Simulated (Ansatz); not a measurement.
HfO2 under changes of volume

One of the cells (11.532 Å³/atom); the others are scaled copies at fixed shape and fractional positions:

```
Hf O
1.0
     5.11800    0.00000    0.00000
     0.00000    5.18570    0.00000
    -0.85866    0.00000    5.21387
Hf O
4 8
Direct
  0.27550 0.46030 0.70800
  0.72450 0.96030 0.79200
  0.72450 0.53970 0.29200
  0.27550 0.03970 0.20800
  0.07420 0.16840 0.84670
  0.92580 0.66840 0.65330
  0.92580 0.83160 0.15330
  0.07420 0.33160 0.34670
  0.44870 0.74190 0.98010
  0.55130 0.24190 0.51990
  0.55130 0.25810 0.01990
  0.44870 0.75810 0.48010
```

| Item | Value |
| --- | --- |
| Program | Ansatz 0.2.0 |
| Functional | PBE |
| Dispersion | D4 |
| Potentials or basis | Ansatz PAW |
| Cutoff | 420 eV (not typed: the program's choice for these potentials) |
| k mesh | 5 × 5 × 5 |
| Occupations | fermi-dirac, width 0.05 eV |
| Spin | no spin polarisation |

| volume (Å³/atom) | energy over the lowest point (meV/atom) | pressure (GPa) | gap on the mesh (eV) | largest force (eV/Å) |
| --- | --- | --- | --- | --- |
| 10.840 | 48.58 | 20.3 | 4.42 | 0.691 |
| 11.070 | 24.08 | 13.9 | 4.34 | 0.612 |
| 11.301 | ? | ? | ? | ? |
| 11.532 | 0.57 | 2.8 | 4.21 | 0.477 |
| 11.762 | 0.00 | -1.9 | 4.14 | 0.423 |
| 11.993 | 5.90 | -6.2 | 4.07 | 0.377 |
| 12.223 | 17.68 | -10.1 | 4.00 | 0.341 |

Q: What does the run at 11.301 Å³/atom give?

A: Energy over the lowest point 8.32 meV/atom; pressure 8.1 GPa; gap on the mesh 4.27 eV; largest force 0.540 eV/Å.

Worked out: A Birch-Murnaghan fit of order 3 (a polynomial in V^(-2/3)) to the other rows has its minimum at 11.67 Å³/atom with B0 = V·E''(V) = 238 GPa and B' = 4.1 at fixed shape and positions, which overstates the stiffness. It gives 8.33 meV/atom at 11.301 Å³/atom, against the run's 8.32, and -dE/dV = 8.1 GPa, against 8.1. A straight line through the other rows of the gap, of slope -3.45 eV per unit of ln V, gives 4.27 eV, against the run's 4.27.

Energies are extrapolated to zero smearing.

Caveats: odd divisions of the mesh miss points on the zone boundary, where band edges often lie, so the gap on the mesh can be too wide; spin-orbit coupling is left out, which moves the levels of the heavy elements.

A mesh can miss the band edges.
